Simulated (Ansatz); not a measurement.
# Be2C, space group Fm-3m: a relaxation of cell and ions

Program: the Python package of Ansatz (0.2.0).

Notebook, run cell by cell (the value of a cell's last expression is shown):

In [1]:
```python
from dataclasses import dataclass
from pathlib import Path

import ansatz as az
from ase import Atoms
from ase.data import atomic_numbers
from ase.io import write
import numpy as np
from pymatgen.core import Lattice, Structure
from pymatgen.io.ase import AseAtomsAdaptor
import spglib
```

In [2]:
```python
@dataclass
class Settings:
    cutoff_ev: int = 450
    k_density: float = 2.3
    occupations: str = "fixed"
```

In [3]:
```python
cfg = Settings()
```

In [4]:
```python
def edges_and_angles(cell):
    cell = np.asarray(cell)
    a, b, c = np.linalg.norm(cell, axis=1)
    cosines = cell[1] @ cell[2] / (b * c), cell[0] @ cell[2] / (a * c), cell[0] @ cell[1] / (a * b)
    return (a, b, c, *np.degrees(np.arccos(cosines)))
```

In [5]:
```python
pmg_structure = Structure(
    Lattice([(0.0, 2.165, 2.165), (2.165, 0.0, 2.165), (2.165, 2.165, 0.0)]),
    ["Be", "Be", "C"],
    [
        (0.25, 0.25, 0.25),
        (0.75, 0.75, 0.75),
        (0.0, 0.0, 0.0),
    ],
)
xtal = az.Crystal.from_ase(AseAtomsAdaptor.get_atoms(pmg_structure))
```

In [6]:
```python
[site.symbol for site in xtal.resolved().sites]
```
Out [6]:
```text
['Be', 'Be', 'C']
```

In [7]:
```python
job = xtal.calculation()
job = job.basis(cfg.cutoff_ev).kpoints(density=cfg.k_density)
job = job.occupations(cfg.occupations)
job = job.relax(max_steps=60, fix_cell=["angles"])
job = job.density().potential()
job = job.electron_localization_function().output_files(volumetric_format="npy")
steps = []
```

In [8]:
```python
def collect(event):
    if event["event"] == "relax_step":
        steps.append(event["data"])
```

In [9]:
```python
done = job.session().plan().execute(on_event=collect)
report = done.report

report["kweights"]
```
```text
DeckWarning: crystal.symmetry: narrowed to the stabiliser of the fixed cell quantities (relax.cell.fix) — unitary ops 48 → 12. The narrowing is safe, since a smaller group never makes results wrong: the run goes on under it, on as many k-points as the [...]
```
Out [9]:
```text
[0.004629629629629629, 0.027777777777777776, 0.027777777777777776, 0.013888888888888888,
 0.027777777777777776, 0.05555555555555555, 0.05555555555555555, 0.05555555555555555,
 0.027777777777777776, 0.027777777777777776, 0.05555555555555555, 0.027777777777777776,
 0.013888888888888888, 0.009259259259259259, 0.027777777777777776, 0.027777777777777776,
 0.027777777777777776, 0.027777777777777776, 0.027777777777777776, 0.05555555555555555,
 0.05555555555555555, 0.05555555555555555, 0.027777777777777776, 0.05555555555555555,
 0.027777777777777776, 0.027777777777777776, 0.009259259259259259, 0.027777777777777776,
 0.027777777777777776, 0.027777777777777776, 0.027777777777777776, 0.004629629629629629]
```

In [10]:
```python
report["converged"], report["free_energy_ev"]
```
Out [10]:
```text
(True, -437.16862848372114)
```

In [11]:
```python
for s in steps:
    flag = "" if s["accepted"] else "  (rejected)"
    print("step %2d  E = %.5f eV  largest force component = %.4f eV/A%s" % (s["step"], s["lagrangian_ev"], s["allowed_force_max_ev_ang"], flag))
```
```text
step  1  E = -437.16865 eV  largest force component = 0.0000 eV/A
step  2  E = -437.16867 eV  largest force component = 0.0000 eV/A
step  3  E = -437.16868 eV  largest force component = 0.0000 eV/A
step  4  E = -437.16863 eV  largest force component = 0.0000 eV/A
```

In [12]:
```python
first, last = steps[0], steps[-1]
symbols = [site.symbol for site in done.lattice.sites]
print(f"energy gained {first['lagrangian_ev'] - last['lagrangian_ev']:.4f} eV in {len(steps) - 1} steps")
for label, vectors in (("before", first["cell_ang"]), ("after", done.lattice.cell_ang)):
    print(label, "a b c (A) {:.4f} {:.4f} {:.4f}  angles {:.2f} {:.2f} {:.2f}".format(*edges_and_angles(vectors)), f" V = {abs(np.linalg.det(vectors)):.3f} A^3")
print("final stress xx yy zz (GPa, compression positive):", np.round(np.diag(report["stress_gpa"]), 3) + 0.0)
```
```text
energy gained -0.0000 eV in 3 steps
before a b c (A) 3.0618 3.0618 3.0618  angles 60.00 60.00 60.00  V = 20.296 A^3
after a b c (A) 3.0606 3.0606 3.0606  angles 60.00 60.00 60.00  V = 20.272 A^3
final stress xx yy zz (GPa, compression positive): [-0.004 -0.004 -0.004]
```

In [13]:
```python
print("relaxed fractional positions")
for site in done.lattice.sites:
    print(f"  {site.symbol:2s}", " ".join(f"{v % 1:8.5f}" for v in np.round(site.position_frac, 5)))
```
```text
relaxed fractional positions
  Be  0.25000  0.25000  0.25000
  Be  0.75000  0.75000  0.75000
  C   0.00000  0.00000  0.00000
```

In [14]:
```python
relaxed = Atoms(symbols, positions=[site.position_ang for site in done.lattice.sites], cell=done.lattice.cell_ang, pbc=True)
write("relaxed.extxyz", relaxed, format="extxyz")
```

In [15]:
```python
for key in ("converged", "n_iterations", "n_electrons", "n_kpoints", "n_pw", "n_symmetry_ops", "free_energy_ev", "fermi_energy_ev"):
    print(f"{key:18s} {report[key]}")
```
```text
converged          True
n_iterations       4
n_electrons        8.0
n_kpoints          32
n_pw               459
n_symmetry_ops     12
free_energy_ev     -437.16862848372114
fermi_energy_ev    9.596197969756792
```

In [16]:
```python
folder = Path(done.write_results("fields"))
print("densities in e/A^3, potentials in eV, ELF without unit")
for name in sorted(p.name for p in folder.glob("*.npy")):
    field = np.load(folder / name)
    print(f"{name:16s} {str(field.shape):16s} min {field.min():10.4f}  mean {field.mean():10.4f}  max {field.max():10.4f}")

spg_cell = (done.lattice.cell_ang, [s.position_frac for s in done.lattice.sites], [atomic_numbers[s.symbol] for s in done.lattice.sites])
for tolerance in (1e-5, 1e-3, 1e-1):
    print(f"symprec {tolerance:g} A: {spglib.get_spacegroup(spg_cell, symprec=tolerance)}")
print("operations used by the run:", report["n_symmetry_ops"])
```
```text
densities in e/A^3, potentials in eV, ELF without unit
elf.npy          (24, 24, 24)     min     0.0000  mean     0.4356  max     0.8323
rho.npy          (24, 24, 24)     min     0.0537  mean     0.3946  max     1.7987
v_es.npy         (24, 24, 24)     min   -84.2413  mean     1.1685  max    11.4058
v_tot.npy        (24, 24, 24)     min  -105.4655  mean   -10.3594  max     4.7627
symprec 1e-05 A: Fm-3m (225)
symprec 0.001 A: Fm-3m (225)
symprec 0.1 A: Fm-3m (225)
operations used by the run: 12
```

`relaxed.extxyz`, as written:
```text
3
Lattice="-1.005077468918637e-20 2.164143559472302 2.164143559472302 2.164143559472302 9.667542285724693e-20 2.164143559472302 2.164143559472302 2.164143559472302 6.928676945031441e-21" Properties=species:S:1:pos:R:3 pbc="T T T"
Be       1.08207178       1.08207178       1.08207178
Be       3.24621534       3.24621534       3.24621534
C       -0.00000000       0.00000000      -0.00000000
```

Reading the output:
- Total energies depend on the potentials; only differences at equal settings carry meaning. A total without «per atom» is that of the cell as typed.
- Forces vanish by symmetry, so the ions can't move, and the end may be a saddle.
- Under fixed occupations the level called the Fermi level is the highest filled one on the SCF mesh; off the mesh a filled band can lie a little above it.
- Only differences from the Fermi energy are physical; the zero of the scale is a convention.
- Energies along a relaxation are free energies. Rows at an unchanged volume are solved on a plane-wave basis chosen afresh for that cell, so the energy jumps there and such rows are no steps of the walk.
- Edges and angles are those of the cell as typed, here a primitive one, not of the conventional cell.
- No functional is typed, so the default, PBE, holds.
- The fields are valence quantities on the plane-wave grid; their values near the nuclei depend on the potentials.
- The structure is a deposited one; some such entries were measured under pressure or heat, so a shift against it needn't be the functional's error alone.
- Warnings are shown shortened and without file and line.
- Hardware and time: 1.8 s on 1 thread of Intel(R) Xeon(R) 6975P-C (Granite Rapids), on a shared host, peak memory 0.43 GiB.

(Lines on the test bed's own set-up are left out of the output.)
